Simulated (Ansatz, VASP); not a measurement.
**Two plane-wave programs on Ti**

```
Ti
1.0
     0.00000    2.03000    2.03000
     2.03000    0.00000    2.03000
     2.03000    2.03000    0.00000
Ti
1
Direct
  0.00000 0.00000 0.00000
```

This isn't the form of Ti at room conditions, which is hcp.

Alike in both runs: task relaxation of cell and atoms; functional PBE; k mesh 18 × 18 × 18; occupations gaussian, width 0.1 eV; no spin polarisation.

```csv
,VASP,Ansatz
version,VASP 6.6.1,Ansatz 0.2.0
potentials or method,"VASP PAW PBE potentials, release 64 (Ti_sv)","scalar-relativistic, plane waves, PAW"
plane-wave cutoff (eV),600,420
valence electrons in the cell,12,12
```

|  | VASP | Ansatz | Ansatz less VASP |
| --- | --- | --- | --- |
| gap on the k mesh at the Fermi level, each at its own relaxed structure (eV) | none | none | - |
| relaxed volume (Å³/atom) | 17.34 | 17.38 | +0.041 |
| relaxed cell length with the largest relative difference (Å) | 2.905 | 2.908 | +0.0023 |
| energy change over the relaxation (meV/atom) | -8 | -9 | -1.1 |

A gap of «none» marks a metal or a gap that the smearing closes.

PBE usually gives volumes a little too large and moduli too small. Zero-point motion and thermal expansion aren't in these numbers.
